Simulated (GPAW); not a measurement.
Input of a GPAW 26.7.0 run:

Contents of run.py:

```python
from ase.dft.bandgap import bandgap
from ase.io import read, write
from ase.units import Bohr, GPa
from gpaw import GPAW, PW
from gpaw.elf import elf_from_dft_calculation

atoms = read('MgO.xyz')

calc = GPAW(mode=PW(800),
            xc='LDA',
            kpts={'size': (10, 10, 10), 'gamma': True},
            occupations={'name': 'methfessel-paxton', 'order': 0, 'width': 0.01},
            nbands=16,
            convergence={'density': 1e-05, 'energy': 1e-05},
            maxiter=150,
            txt='gpaw.txt')
atoms.calc = calc
energy = atoms.get_potential_energy()
forces = atoms.get_forces()
stress = atoms.get_stress()
calc.write('gs.gpw')
write('result.traj', atoms)
print(f'Energy: {energy:.6f} eV')
print('Forces (eV/A):')
print(forces.round(4))
print('Stress (GPa):', (stress / GPa).round(3))
print('Fermi level:', round(calc.get_fermi_level(), 4), 'eV')
print(f'Gap: {bandgap(calc)[0]:.4f} eV, direct: {bandgap(calc, direct=True)[0]:.4f} eV')

# fields on the real-space grid
write('density.cube', atoms, data=calc.get_pseudo_density() * Bohr**3)
write('potential.cube', atoms, data=calc.get_electrostatic_potential())
write('elf.cube', atoms, data=elf_from_dft_calculation(calc).data)
```

Contents of MgO.xyz:

```xyz
2
Lattice="2.7274170036 0.0000000000 0.0000000000 -1.3637085018 2.3620124119 0.0000000000 0.0000000000 0.0000000000 2.4875945531" Properties=species:S:1:pos:R:3 pbc="T T T"
Mg     0.0000000000      0.0000000000      0.0000000000
O     -0.0000000001      1.5746749413      1.2437972766
```

Potentials or basis: the program's PAW data sets (release 1.2.1) made for this functional, pw.

The run is started by

```console
$ OMP_NUM_THREADS=1 python run.py
```

Task: Estimate the band gap on the k mesh.

Result: 4.85 eV, indirect (least direct gap 5.28 eV).

Task: Estimate the pressure.

Result: 35.0 GPa.

Stress tensor (GPa, compression positive):
```
31.61  0.00  0.00
 0.00 31.61  0.00
 0.00  0.00 41.70
```

Caveat: so large a pressure means that the cell lies far from this level's equilibrium, or that cutoff or potentials fall short. A k mesh can miss the band edges.
